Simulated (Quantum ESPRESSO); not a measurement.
FePt (Tetraferroplatinum) under changes of volume

One of the cells (13.796 Å³/atom); the others are scaled copies at fixed shape and fractional positions:

```xyz
2
Lattice="2.7235 0.0000 0.0000 0.0000 2.7235 0.0000 0.0000 0.0000 3.7200" Properties=species:S:1:pos:R:3 pbc="T T T"
Pt    1.3618    1.3618    1.8600
Fe    0.0000    0.0000    0.0000
```

| Property | Result |
| --- | --- |
| Program | Quantum ESPRESSO 7.5 |
| Functional | PBEsol |
| Potentials or basis | GBRV 1.5 PBEsol |
| Cutoff | 762 eV |
| Density cutoff | 6095 eV |
| k mesh | 10 × 10 × 7 |
| Occupations | fermi-dirac, width 0.05 eV |
| Spin | collinear spin, ferromagnetic start |
| Starting moments | [0.0, 3.0] μB |

```tsv
volume (Å³/atom)	energy over the lowest point (meV/atom)	pressure (GPa)	moment (μB per cell)
12.969	11.80	8.8	3.21
13.245	1.42	3.2	3.24
13.521	0.00	-1.6	3.28
13.796	6.36	-5.9	3.33
14.072	?	?	?
14.348	38.91	-12.9	3.41
14.624	63.68	-15.8	3.45
```

Q: What does the run at 14.072 Å³/atom give?

A: Energy over the lowest point 19.56 meV/atom; pressure -9.6 GPa; moment 3.37 μB per cell.

Worked out: A Birch-Murnaghan fit of order 3 (a polynomial in V^(-2/3)) to the other rows has its minimum at 13.43 Å³/atom with B0 = V·E''(V) = 230 GPa and B' = 5.1 at fixed shape and positions, which overstates the stiffness. It gives 19.59 meV/atom at 14.072 Å³/atom, against the run's 19.56, and -dE/dV = -9.5 GPa, against -9.6. A straight line through the other rows of the moment, of slope 0.149 μB per Å³/atom, gives 3.37 μB, against the run's 3.37.

Energies are extrapolated to zero smearing.
